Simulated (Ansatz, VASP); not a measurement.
**One calculation of PtSe2, two programs**

Contents of INCAR:

```
SYSTEM = PtSe2
PREC = Accurate
ENCUT = 520
EDIFF = 1E-6
ISMEAR = 0
SIGMA = 0.05
LREAL = .False.
LASPH = .True.
NELM = 60
ALGO = Normal
ISIF = 2
LWAVE = .False.
LCHARG = .True.
GGA = PE
LELF = .True.
LVHAR = .True.
NBANDS = 18
```

KPOINTS

```
regular mesh
0
Gamma
  9 9 6
  0 0 0
```

The input POSCAR:

```
PtSe2
1.0
    3.7240000000      0.0000000000      0.0000000000
   -1.8620000000      3.2250786037      0.0000000000
    0.0000000000      0.0000000000      5.0620000000
Pt Se
1 2
Direct
    0.0000000000      0.0000000000      0.0000000000
    0.3333333333      0.6666666667      0.2500000000
    0.6666666667      0.3333333333      0.7500000000
```

Input for Ansatz:

```yaml
crystal:
  lattice:
    - [3.724, 0.0, 0.0]
    - [-1.862, 3.2250786037, 0.0]
    - [0.0, 0.0, 5.062]
  atoms:
    - { symbol: Pt, position: [0.0, 0.0, 0.0] }
    - { symbol: Se, position: [0.3333333333, 0.6666666667, 0.25] }
    - { symbol: Se, position: [0.6666666667, 0.3333333333, 0.75] }
basis:
  ecutwfc: 420
  fft_grid_basis: typed
kpoints:
  mp_grid: { grid: [9, 9, 6] }
hamiltonian:
  xc: pbe
scf:
  occupations: { method: gaussian, width: 0.05 }
output:
  forces: true
  stress: true
  eigenvalues: true
  bader: true
  write_density: true
  volumetric_format: npy
  elf: true
```

Alike in both runs: task single point; functional PBE; k mesh 9 × 9 × 6; occupations gaussian, width 0.05 eV; no spin polarisation.

```csv
,VASP,Ansatz
version,VASP 6.6.1,Ansatz 0.2.0
potentials or method,"VASP PAW PBE potentials, release 64 (Pt, Se)","scalar-relativistic, plane waves, PAW"
plane-wave cutoff (eV),520,420
valence electrons in the cell,22,50
```

```csv
,VASP,Ansatz,Ansatz less VASP
gap on the k mesh at the Fermi level (eV),none,none,-
pressure (GPa),7.3,7.3,0.00
largest component of the traceless stress (GPa),1.28,1.26,-0.016
rms of the force components (eV/Å),0.276,0.273,-0.0030
```

Atom by atom the forces differ by 0.003 eV/Å (rms over components). A gap of «none» marks a metal or a gap that the smearing closes. With one functional, cell and mesh, what is left measures potentials, basis and numerics. The two sets of potentials don't hold the same shells in valence.

The runs have no spin-orbit coupling, so splittings on Pt are missing.
